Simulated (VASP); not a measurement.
A run of VASP 6.6.1:

The input INCAR:

```
PREC = Accurate
ENCUT = 520
EDIFF = 1E-7
ISMEAR = 0
SIGMA = 0.1
LREAL = F
LASPH = T
NELM = 150
ALGO = Normal
ISIF = 2
LWAVE = F
LCHARG = F
ISPIN = 2
MAGMOM = 2.81 2.81
LORBIT = 11
LMAXMIX = 4
GGA = PS
NBANDS = 19
```

File KPOINTS:

```
regular mesh
0
Gamma
  10 8 6
```

Contents of POSCAR:

```
Fe
1.0
    2.4043189894     -0.2080886968     -0.0021289270
    0.9925543045      2.1982423076     -0.0007499450
    0.0034720215     -0.0002228031      3.9351714172
Fe
2
Direct
    0.7500016977      0.7500036523      0.7499996259
    0.2499983023      0.2499963477      0.2500003641
```

Potentials or basis: VASP PAW PBE potentials, release 64 (Fe).

The run is started by

```console
$ cat potpaw_PBE.64/Fe/POTCAR > POTCAR
$ mpirun -np 1 vasp_std > vasp.out
```

Hardware: 1 thread of AMD EPYC 9R45 (Zen 5), with other jobs on the host.

Problem. Estimate the wall time of this run.

Solution. It took 72 s on 1 thread of AMD EPYC 9R45 (Zen 5), on a shared host, peak memory 0.18 GiB. Counts: scf iterations 16, k points 168.
